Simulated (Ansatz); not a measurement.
GeTe:
```cif
data_GeTe
_chemical_formula_sum 'Ge1 Te1'
_space_group_name_H-M_alt 'P 1'
_space_group_IT_number 1
_cell_length_a 4.41913
_cell_length_b 4.41913
_cell_length_c 4.41913
_cell_angle_alpha 57.010
_cell_angle_beta 57.010
_cell_angle_gamma 57.010
loop_
_space_group_symop_operation_xyz
  'x, y, z'
loop_
_atom_site_label
_atom_site_type_symbol
_atom_site_fract_x
_atom_site_fract_y
_atom_site_fract_z
_atom_site_occupancy
Ge1 Ge 0.00682 0.00682 0.00682 1
Te1 Te 0.47218 0.47218 0.47218 1
```

Relaxed with PBE+D3(BJ). The program Ansatz at the PBE+D3(BJ) level (PAW) gives a gap of 0.55 eV.

**Question.** What gap does HSE06 give on the same cell (Ansatz, PAW)?

**Answer.** 0.83 eV, 0.29 eV more. The hybrid was solved on a coarser mesh and at special points; its gap is the smallest among all of these.

```
k   v1 PBE+D3(BJ)  c1 PBE+D3(BJ)  v1 HSE06  c1 HSE06
--  -------------  -------------  --------  --------
Γ           -1.58           2.57       [?]       [?]
T           -0.36           0.96     -0.23      1.26
L           -0.25           0.55     -0.28      0.83
F           -3.27           2.25       [?]       [?]
S0          -2.43           3.10       [?]       [?]
H0          -0.70           1.34       [?]       [?]
```

**Question.** Top valence (v1) and lowest conduction level (c1) in eV from each method's valence maximum (which need not be a listed point): supply the withheld HSE06 values.

**Answer.** 
- F, v1 HSE06: -3.74
- F, c1 HSE06: 2.58
- S0, v1 HSE06: -2.74
- S0, c1 HSE06: 3.62
- Γ, v1 HSE06: -1.87
- Γ, c1 HSE06: 3.06
- H0, v1 HSE06: -0.87
- H0, c1 HSE06: 1.72

Cost on shared cores: the PBE+D3(BJ) run (SCF on a 8×8×8 mesh, then bands and DOS) very roughly 50 core-seconds, the HSE06 run (SCF on 6×6×6, then a few points) very roughly 3 core-minutes; the tasks are unlike.

Space group R3m. The cell was relaxed with PBE+D3(BJ) under the symmetry of its start; of distortions, only those at the zone centre were tested. Spin–orbit coupling is left out wherever it is not named.

Potentials: the later of the program's two PAW sets.
